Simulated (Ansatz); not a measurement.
# MgO (Fm-3m) in Ansatz: a series of runs

The runs below take MgO through relaxation of cell and atoms, with RPBE+D3(BJ), RPBE+D4, revPBE+D3(BJ), revPBE+D4, BLYP+D3(BJ).

Everything below comes from runs of Ansatz 0.2.0. Logs are shortened: lines on timing, memory, paths and dates and some standing lists are left out, and cuts for length are marked.

**1. The crystal as given**

It takes space group Fm-3m (No. 225, cubic). Conventional cell: a = 4.194 Å, b = 4.194 Å, c = 4.194 Å, α = 90.00°, β = 90.00°, γ = 90.00°. Around Mg (site symmetry m-3m) lie 6 O at 2.10 Å. O (site symmetry m-3m) has 6 Mg at 2.10 Å as nearest neighbours.

The cell is a database's computed one.

**2. Relaxation of cell and atoms, RPBE+D3(BJ)**

Input file input.yaml:

```yaml
crystal:
  lattice:
    - [0.0, 2.0970013927, 2.0970013927]
    - [2.0970013927, 0.0, 2.0970013927]
    - [2.0970013927, 2.0970013927, 0.0]
  atoms:
    - { symbol: Mg, position: [0.0, 0.0, 0.0] }
    - { symbol: O, position: [0.5, 0.5, 0.5] }
hamiltonian:
  xc: rpbe
  pseudopotentials: { kind: paw }
  dispersion: d3bj
kpoints:
  mp_grid: { grid: [11, 11, 11] }
scf:
  occupations: { method: fermi_dirac, width: 0.05 }
output:
  forces: true
  stress: true
  write_density: true
  write_potential: true
  elf: true
  volumetric_format: npy
relax:
  f_tol: 0.01
  max_steps: 40
  cell: { stress_tol: 0.05 }
```

Potentials or basis: Ansatz PAW.

On the command line:

```console
ansatz run input.yaml --threads 2 --pin off --max-ram 5632MiB --backend cpu --events-out ev --progress --plain --runs-dir out
```

The log of the run:

```text
Warning: RAYON_NUM_THREADS=2 ignored (pool sized by the plan → 2); use --threads N
Engine: ansatz 0.2.0, aarch64-unknown-linux-gnu
Pseudopotentials: kind: paw
Pseudopotential: Mg, paw, valence charge 10, recommended cutoff 420 eV (normal), Mg.paw.azcp
Pseudopotential: O, paw, valence charge 6, recommended cutoff 420 eV (normal), O.paw.azcp
Functional definition: RPBE
  parameter kappa = 0.804
  parameter beta = 0.06672455060314922
  exchange = rpbe_x(kappa = kappa, mu = beta*pi^2/3)
  correlation = pbe_c(beta = beta)
Crystal: 2 atoms, lattice volume = 18.443 Å³
Basis set: ecut = 420 eV, 339 PW (Γ), exchange–correlation on 40×40×40 points (8 copies of the dense FFT grid, shifted against one another)
Bands: 12, of which v1, the nominal top of the filled ones, is band 8 counted from 1 (7 counted from 0)
Symmetry: 48 space group operations
Space group: Fm-3m (ITA 225), of the structure as read, at distance tolerance 2.6e-5 Å
k-points: 56 of 1331
Non-local potential: Mg, projectors of the file, l = 0: 3, l = 1: 2, l = 2: 1
Non-local potential: O, projectors of the file, l = 0: 2, l = 1: 2, l = 2: 1
PAW form: soft (Blöchl's): semilocal exchange-correlation on the pseudo side does not see the compensation charge
PAW frozen core: Mg, regenerated for the run's functional, and the local potential with it (the file was generated under x = pbe(κ = 0.804, μ = 0.2195149727645171), c = pbe(β = 0.06672455060314922))
PAW frozen core: O, regenerated for the run's functional, and the local potential with it (the file was generated under x = pbe(κ = 0.804, μ = 0.2195149727645171), c = pbe(β = 0.06672455060314922))
PAW one-centre angular grid: Mg, 110 points (default); XC on 64 Gauss nodes
PAW one-centre angular grid: O, 110 points (default); XC on 64 Gauss nodes
Initial density: superposition of atomic densities (neutral atoms: chi_scale 0, normalization atom), corrected by the library's trained network
Initial wavefunctions: pseudopotential atomic-orbital guess
Functional: x = rpbe, c = pbe(β = 0.06672455060314922)
SCF iter   1: F=—  HF=-2501.176249 eV  |F-HF|=—  |Δ(HF+E_count)|=         —  Δρ=4.97e-3  dr2=3.37e-3  ethr=1.77e-3  ⟨swp⟩=5.5  Hψ=3823  notcnv=0
preconditioner: auto → none  [insulator: Δε(μ)=5.011 eV  Ē_g=18.884 eV  σ=0.050 eV  W_gap=1.00  n_scr=8 (ndim 8)  ℏωp=24.5 eV  f_vac=0.000  D(μ)=0.00/eV (n_scr^D=0)  ε∞_Penn≈2.7]
SCF iter   2: F=—  HF=-2501.175544 eV  |F-HF|=—  |Δ(HF+E_count)|=   7.06e-4  Δρ=1.79e-3  dr2=4.82e-4  ethr=2.11e-5  ⟨swp⟩=2.3  Hψ=1474  notcnv=0
SCF iter   3: F=—  HF=-2501.175487 eV  |F-HF|=—  |Δ(HF+E_count)|=   5.65e-5  Δρ=4.20e-4  dr2=2.46e-5  ethr=3.01e-6  ⟨swp⟩=2.1  Hψ=978  notcnv=0
SCF iter   4: F=—  HF=-2501.175465 eV  |F-HF|=—  |Δ(HF+E_count)|=   2.17e-5  Δρ=2.12e-5  dr2=2.79e-8  ethr=1.54e-7  ⟨swp⟩=2.1  Hψ=1062  notcnv=0
iter 5 did not close the SCF: its close was put off for the readings that it lacked (scf_convergence_deferred on its scf_iter line)
SCF iter   5: F=-2501.175465 eV  HF=-2501.175465 eV  |F-HF|=2.59e-9  |Δ(HF+E_count)|=   8.96e-8  Δρ=4.74e-6  dr2=1.54e-9  ethr=1.75e-10  ⟨swp⟩=2.0  Hψ=1071  notcnv=0
SCF iter   6: F=-2501.175465 eV  HF=-2501.175465 eV  |F-HF|=9.55e-12  |Δ(HF+E_count)|=   3.24e-9  Δρ=2.84e-7  dr2=7.93e-12  ethr=9.60e-12  ⟨swp⟩=4.7  Hψ=3313  notcnv=0
SCF 1 converged in 6 iterations: F = -2501.175465 eV  dr2 = 7.93e-12
relax step   1: F+E_penalty+E_count = -2501.17546543 eV  Δ(F+E_penalty+E_count) = +0.000e0 eV  max|allowed force component| = 1.083e-29 eV/Å  Δτ_max = 0.0000 Å  P = -14.647 GPa  Ω = 18.443 Å³  (6 SCF iters, accepted)
[... 11 lines left out ...]
relax step   6: F+E_penalty+E_count = -2501.24889330 eV  Δ(F+E_penalty+E_count) = +3.036e-3 eV  max|allowed force component| = 9.581e-30 eV/Å  Δτ_max = 0.0000 Å  P = -0.399 GPa  Ω = 16.978 Å³  stress off target by 3.99e-1 GPa  SCF on the basis re-selected at this cell (its energy is not comparable with the rows above)  (6 SCF iters)
[... 8 lines left out ...]
relax step   7: F+E_penalty+E_count = -2501.24904670 eV  Δ(F+E_penalty+E_count) = -1.534e-4 eV  max|allowed force component| = 5.571e-30 eV/Å  Δτ_max = 0.0000 Å  P = +0.004 GPa  Ω = 16.945 Å³  energy of the carried Pulay correction = +1.131e-4 eV  (3 SCF iters, dr2 threshold 2.00e-7 eV, accepted)
[... 9 lines left out ...]
relax step   8: F+E_penalty+E_count = -2501.24885776 eV  Δ(F+E_penalty+E_count) = +1.889e-4 eV  max|allowed force component| = 4.799e-30 eV/Å  Δτ_max = 0.0000 Å  P = -0.002 GPa  Ω = 16.945 Å³  stress off target by 2.04e-3 GPa  SCF on the basis re-selected at this cell (its energy is not comparable with the rows above)  (6 SCF iters)
basis re-selected at this cell: Δ(F+E_penalty+E_count) = +1.889e-4 eV, ΔP = -0.006 GPa vs the last step (what re-selecting the basis moved, of the pressure what is left beyond the Pulay correction that the steps carried, after the strain that the cell walked since its last selection, with what the two solves' SCF thresholds leave and, on support functions, any second-order correction that the steps lacked; it is no measure of the basis error at this ecutwfc). This SCF's stress stands 2.04e-3 GPa from its target on what of the cell is left free (relax.cell.stress_tol is 5.00e-2 GPa) and its largest allowed force component is 4.80e-30 eV/Å (relax.f_tol is 1.00e-2 eV/Å): within both
SCF converged after 6 iterations
Free energy (F): -2501.248858 eV
Harris-Foulkes:  -2501.248858 eV  (|F-HF|=5.91e-12)
Internal energy: -2501.248858 eV  (E = F + TS)
E sigma→0 (E₀):  -2501.248858 eV
Fermi energy:    12.552762 eV
--- Per-component energies (eV) ---
  E_band       = -269.272569
  E_kinetic    = 259.235775
  E_local      = -1540.622498  (includes V_loc(G=0)·N_el)
  E_nonlocal   = 142.155976
  E_hartree    = 533.234204
  E_xc         = -106.648789
  E_vxc        = -136.393959  (∫ρ·V_xc dr)
  E_paw        = -453.663019  (= ΣΔE_a)
  E_vpaw       = -60.118820  (= ΣTr[D̂ρ^β])
  E_aug_tail   = 0.002525  (compensation charges beyond the density's cutoff)
  E_ewald      = -1331.992918
  E_disp       = -2.903671  (pairwise vdW)
  E_core_change = -0.046443  (= ΣΔE_core)
  E_smearing   = -0.000000  (= −TS)
  E_closure    = -0.000000  (closes the sum)
  Σ components = -2501.248858   (vs F -2501.248858, Δ=0.00e0)
--- Forces (eV/Å), atoms counted from 1 ---
  atom   1  Mg    -0.00000000     0.00000000    -0.00000000
  atom   2  O      0.00000000    -0.00000000    -0.00000000
  max |Σ_I F_I| component: 9.33e-30 eV/Å
--- Stress (GPa, compression-positive) ---
       -0.002044      -0.000000      -0.000000
       -0.000000      -0.002044      -0.000000
       -0.000000      -0.000000      -0.002044
  P = ⅓ Tr σ = -0.0020 GPa (-0.020 kbar)
--- Band table (eV; the first three rows and the last of 56) ---
  k-point 0: bands = ["-62.5952", "-29.1137", "-29.1137", "-29.1137", "-8.2795", "9.5688", "9.5688", "9.5688", "15.4243", "26.1108", "26.1108", "26.1108"]
  k-point 1: bands = ["-62.5941", "-29.1240", "-29.1147", "-29.1147", "-8.1735", "9.0110", "9.5032", "9.5032", "15.9423", "24.9662", "26.3411", "26.3411"]
  k-point 2: bands = ["-62.5912", "-29.1514", "-29.1172", "-29.1172", "-7.8765", "7.7762", "9.3324", "9.3324", "17.0056", "23.5170", "26.8849", "26.8849"]
  k-point 55: bands = ["-62.5772", "-29.1906", "-29.1861", "-29.1545", "-6.4056", "6.1924", "6.4236", "7.7882", "21.5582", "22.3547", "23.1869", "26.9189"]
--- Relaxed structure (6 steps of the walk, 6 accepted, 2 SCFs on fresh bases) ---
  F+E_penalty+E_count = -2501.24885776 eV   max|allowed force component| = 4.799e-30 eV/Å   (the final SCF, on the basis selected at the relaxed cell)
  cell:  # Å, volume = 16.9452 Å³
    - [-6.050754289063515e-34, 2.0386341299436763, 2.0386341299436763]
    - [2.0386341299436763, -5.668601386596343e-34, 2.0386341299436763]
    - [2.0386341299436763, 2.0386341299436763, -1.8980260822536076e-33]
  atoms:
    - { symbol: Mg, position: [-1.5307015302041576e-35, 1.4350326845670128e-35, 1.9133769127544335e-35] }
    - { symbol: O, position: [0.5, 0.5, 0.5] }
```

Wall time 2.9 s (2 threads of Arm Neoverse V2, shared host); peak memory 0.27 GiB.

What came out:

| Item | Value |
| --- | --- |
| Free energy | -2501.2489 eV |
| Relaxed volume | 8.47 Å³/atom |
| Relaxed cell | a = 2.883 Å, b = 2.883 Å, c = 2.883 Å, α = 60.00°, β = 60.00°, γ = 60.00° |
| Space group after relaxing (to 0.05 Å) | Fm-3m (No. 225) |
| Energy gained by relaxing | 36.7 meV/atom |
| Ionic steps | 8 |
| Pressure after relaxing | 0.0 GPa |
| Band gap on the k mesh | 5.86 eV, direct |

Step by step:
```csv
step,energy change (eV),largest force (eV/Å),volume (Å³)
1,0.0000,0.0000,18.44
2,-0.0516,0.0000,17.77
3,-0.0764,0.0000,16.88
4,-0.0764,0.0000,16.98
5,-0.0765,0.0000,16.98
6,-0.0734,0.0000,16.98
7,-0.0736,0.0000,16.95
8,-0.0734,0.0000,16.95
```

Final structure:
```cif
data_structure
_symmetry_space_group_name_H-M 'P 1'
_symmetry_Int_Tables_number 1
_cell_length_a 2.8831
_cell_length_b 2.8831
_cell_length_c 2.8831
_cell_angle_alpha 60.000
_cell_angle_beta 60.000
_cell_angle_gamma 60.000
_cell_volume 16.95
loop_
_atom_site_label
_atom_site_type_symbol
_atom_site_fract_x
_atom_site_fract_y
_atom_site_fract_z
_atom_site_occupancy
Mg1 Mg 0.00000 0.00000 0.00000 1
O1 O 0.50000 0.50000 0.50000 1
```

Caveat: odd divisions of the mesh miss points on the zone boundary, where band edges often lie, so the gap on the mesh can be too wide; the plane-wave basis is chosen anew once the cell has moved, so the energies of steps on either side of that aren't comparable; the pressure holds a Pulay correction of +0.6 GPa for the finite cutoff; the PAW data sets come from PBE, with cores solved anew for the run's functional, which leaves a small shift of forces and pressure.

**3. Relaxation of cell and atoms, RPBE+D4**

Changes to input.yaml since step 2:

```diff
@@ -11,3 +11,3 @@
   pseudopotentials: { kind: paw }
-  dispersion: d3bj
+  dispersion: d4
 kpoints:
```

Potentials or basis: Ansatz PAW.

On the command line:

```console
ansatz run input.yaml --threads 2 --pin off --max-ram 5632MiB --backend cpu --events-out ev --progress --plain --runs-dir out
```

Run time: 4.5 s. Hardware: 2 threads of Arm Neoverse V2, shared host; peak memory 0.28 GiB.

It converged, with:

- Free energy: -2499.2760 eV
- Relaxed volume: 9.48 Å³/atom
- Relaxed cell: a = 2.993 Å, b = 2.993 Å, c = 2.993 Å, α = 60.00°, β = 60.00°, γ = 60.00°
- Space group after relaxing (to 0.05 Å): Fm-3m (No. 225)
- Energy gained by relaxing: 3.3 meV/atom
- Ionic steps: 7
- Pressure after relaxing: 0.0 GPa
- Band gap on the k mesh: 4.72 eV, direct

Step by step:
| step | energy change (eV) | largest force (eV/Å) | volume (Å³) |
| --- | --- | --- | --- |
| 1 | 0.0000 | 0.0000 | 18.44 |
| 2 | -0.0036 | 0.0000 | 18.64 |
| 3 | -0.0048 | 0.0000 | 18.92 |
| 4 | -0.0048 | 0.0000 | 18.93 |
| 5 | -0.0065 | 0.0000 | 18.93 |
| 6 | -0.0064 | 0.0000 | 18.95 |
| 7 | -0.0065 | 0.0000 | 18.95 |

Final structure:
```yaml
crystal:
  lattice:
    - [0.00000, 2.11611, 2.11611]
    - [2.11611, 0.00000, 2.11611]
    - [2.11611, 2.11611, 0.00000]
  atoms:
    - { symbol: Mg, position: [0.00000, 0.00000, 0.00000] }
    - { symbol: O, position: [0.50000, 0.50000, 0.50000] }
```

Levels at points of the mesh, in eV from the valence-band top:
| k point | band 6 | band 7 | band 8 | band 9 | band 10 | band 11 |
| --- | --- | --- | --- | --- | --- | --- |
| (0.00, 0.00, 0.00) | 0.00 | 0.00 | 0.00 | 4.72 | 15.90 | 15.90 |

Caveat: odd divisions of the mesh miss points on the zone boundary, where band edges often lie, so the gap on the mesh can be too wide; the plane-wave basis is chosen anew once the cell has moved, so the energies of steps on either side of that aren't comparable; the pressure holds a Pulay correction of +0.5 GPa for the finite cutoff; the PAW data sets come from PBE, with cores solved anew for the run's functional, which leaves a small shift of forces and pressure. A hybrid or GW would open this gap; RPBE tends to underestimate it.

**4. Relaxation of cell and atoms, revPBE+D3(BJ)**

Changes to input.yaml since step 3:

```diff
@@ -9,5 +9,5 @@
 hamiltonian:
-  xc: rpbe
+  xc: revpbe
   pseudopotentials: { kind: paw }
-  dispersion: d4
+  dispersion: d3bj
 kpoints:
@@ -19,6 +19,2 @@
   stress: true
-  write_density: true
-  write_potential: true
-  elf: true
-  volumetric_format: npy
 relax:
```

On the command line:

```console
ansatz run input.yaml --threads 2 --pin off --max-ram 5632MiB --backend cpu --events-out ev --progress --plain --runs-dir out
```

Wall time 1.6 s (2 threads of Arm Neoverse V2, shared host); peak memory 0.26 GiB.

The run converged. Its results:

* Free energy: -2498.4667 eV
* Relaxed volume: 9.24 Å³/atom
* Relaxed cell: a = 2.968 Å, b = 2.968 Å, c = 2.968 Å, α = 60.00°, β = 60.00°, γ = 60.00°
* Space group after relaxing (to 0.05 Å): Fm-3m (No. 225)
* Energy gained by relaxing: 0.0 meV/atom
* Ionic steps: 4
* Pressure after relaxing: 0.0 GPa
* Band gap on the k mesh: 4.94 eV

Final structure:
```yaml
crystal:
  lattice:
    - [0.00000, 2.09840, 2.09840]
    - [2.09840, 0.00000, 2.09840]
    - [2.09840, 2.09840, 0.00000]
  atoms:
    - { symbol: Mg, position: [0.00000, 0.00000, 0.00000] }
    - { symbol: O, position: [0.50000, 0.50000, 0.50000] }
```

Caveat: odd divisions of the mesh miss points on the zone boundary, where band edges often lie, so the gap on the mesh can be too wide; the plane-wave basis is chosen anew once the cell has moved, so the energies of steps on either side of that aren't comparable; the pressure holds a Pulay correction of +0.5 GPa for the finite cutoff; the PAW data sets come from PBE, with cores solved anew for the run's functional, which leaves a small shift of forces and pressure. A k mesh can miss the band edges.

**5. Relaxation of cell and atoms, revPBE+D4**

Changes to input.yaml since step 4:

```diff
@@ -11,3 +11,3 @@
   pseudopotentials: { kind: paw }
-  dispersion: d3bj
+  dispersion: d4
 kpoints:
```

On the command line:

```console
ansatz run input.yaml --threads 2 --pin off --max-ram 5632MiB --backend cpu --events-out ev --progress --plain --runs-dir out
```

Run time: 4.2 s. Hardware: 2 threads of Arm Neoverse V2, shared host; peak memory 0.27 GiB.

The run converged. Its results:

| Quantity | Value |
| --- | --- |
| Free energy | -2497.9868 eV |
| Relaxed volume | 9.43 Å³/atom |
| Relaxed cell | a = 2.988 Å, b = 2.988 Å, c = 2.988 Å, α = 60.00°, β = 60.00°, γ = 60.00° |
| Space group after relaxing (to 0.05 Å) | Fm-3m (No. 225) |
| Energy gained by relaxing | 2.2 meV/atom |
| Ionic steps | 7 |
| Pressure after relaxing | 0.0 GPa |
| Band gap on the k mesh | 4.74 eV |

Step by step:
```csv
step,energy change (eV),largest force (eV/Å),volume (Å³)
1,0.0000,0.0000,18.44
2,-0.0023,0.0000,18.61
3,-0.0030,0.0000,18.83
4,-0.0030,0.0000,18.84
5,-0.0044,0.0000,18.84
6,-0.0043,0.0000,18.86
7,-0.0043,0.0000,18.86
```

Final structure:
```cif
data_structure
_symmetry_space_group_name_H-M 'P 1'
_symmetry_Int_Tables_number 1
_cell_length_a 2.9877
_cell_length_b 2.9877
_cell_length_c 2.9877
_cell_angle_alpha 60.000
_cell_angle_beta 60.000
_cell_angle_gamma 60.000
_cell_volume 18.86
loop_
_atom_site_label
_atom_site_type_symbol
_atom_site_fract_x
_atom_site_fract_y
_atom_site_fract_z
_atom_site_occupancy
Mg1 Mg 0.00000 0.00000 0.00000 1
O1 O 0.50000 0.50000 0.50000 1
```

Caveat: odd divisions of the mesh miss points on the zone boundary, where band edges often lie, so the gap on the mesh can be too wide; the plane-wave basis is chosen anew once the cell has moved, so the energies of steps on either side of that aren't comparable; the pressure holds a Pulay correction of +0.5 GPa for the finite cutoff; the PAW data sets come from PBE, with cores solved anew for the run's functional, which leaves a small shift of forces and pressure. A k mesh can miss the band edges.

**6. Relaxation of cell and atoms, BLYP+D3(BJ)**

Changes to input.yaml since step 5:

```diff
@@ -9,5 +9,5 @@
 hamiltonian:
-  xc: revpbe
+  xc: blyp
   pseudopotentials: { kind: paw }
-  dispersion: d4
+  dispersion: d3bj
 kpoints:
```

Potentials or basis: Ansatz PAW.

On the command line:

```console
ansatz run input.yaml --threads 2 --pin off --max-ram 5632MiB --backend cpu --events-out ev --progress --plain --runs-dir out
```

Wall time 2.1 s (2 threads of Arm Neoverse V2, shared host); peak memory 0.27 GiB.

Results (log left out):

```yaml
Free_energy: -2500.6805 eV
Relaxed_volume: 9.09 Å³/atom
Relaxed_cell: a = 2.951 Å, b = 2.951 Å, c = 2.951 Å, α = 60.00°, β = 60.00°, γ = 60.00°
Space_group_after_relaxing_to_0.05_Å: Fm-3m (No. 225)
Energy_gained_by_relaxing: 0.9 meV/atom
Ionic_steps: 6
Pressure_after_relaxing: 0.0 GPa
Band_gap_on_the_k_mesh: 5.30 eV
```

Step by step:
| step | energy change (eV) | largest force (eV/Å) | volume (Å³) |
| --- | --- | --- | --- |
| 1 | 0.0000 | 0.0000 | 18.44 |
| 2 | -0.0017 | 0.0000 | 18.33 |
| 3 | -0.0030 | 0.0000 | 18.19 |
| 4 | -0.0018 | 0.0000 | 18.19 |
| 5 | -0.0019 | 0.0000 | 18.18 |
| 6 | -0.0019 | 0.0000 | 18.18 |

Final structure:
```xyz
2
Lattice="0.0000 2.0869 2.0869 2.0869 0.0000 2.0869 2.0869 2.0869 0.0000" Properties=species:S:1:pos:R:3 pbc="T T T"
Mg    0.0000    0.0000    0.0000
O     2.0869    2.0869    2.0869
```

Caveat: odd divisions of the mesh miss points on the zone boundary, where band edges often lie, so the gap on the mesh can be too wide; the plane-wave basis is chosen anew once the cell has moved, so the energies of steps on either side of that aren't comparable; the pressure holds a Pulay correction of +0.7 GPa for the finite cutoff; the PAW data sets come from PBE, with cores solved anew for the run's functional, which leaves a small shift of forces and pressure.

**7. Summary**

| level | gap on the mesh (eV) | pressure (GPa) | relaxed volume (Å³/atom) |
| --- | --- | --- | --- |
| RPBE+D3(BJ) | 5.86 | 0.0 | 8.47 |
| RPBE+D4 | 4.72 | 0.0 | 9.48 |
| revPBE+D3(BJ) | 4.94 | 0.0 | 9.24 |
| revPBE+D4 | 4.74 | 0.0 | 9.43 |
| BLYP+D3(BJ) | 5.30 | 0.0 | 9.09 |

Alike in all rows: task relaxation of cell and atoms; potentials or basis Ansatz PAW; no spin polarisation; cell relaxed; k mesh 11 × 11 × 11; cutoff (eV) 420; smearing fermi-dirac 0.05 eV.

Caveats: odd divisions of the mesh miss points on the zone boundary, where band edges often lie, so the gap on the mesh can be too wide; the plane-wave basis is chosen anew once the cell has moved, so the energies of steps on either side of that aren't comparable; the PAW data sets come from PBE, with cores solved anew for the run's functional, which leaves a small shift of forces and pressure.

Total energies depend on the potentials used, so only differences within one code and one set of settings carry meaning.
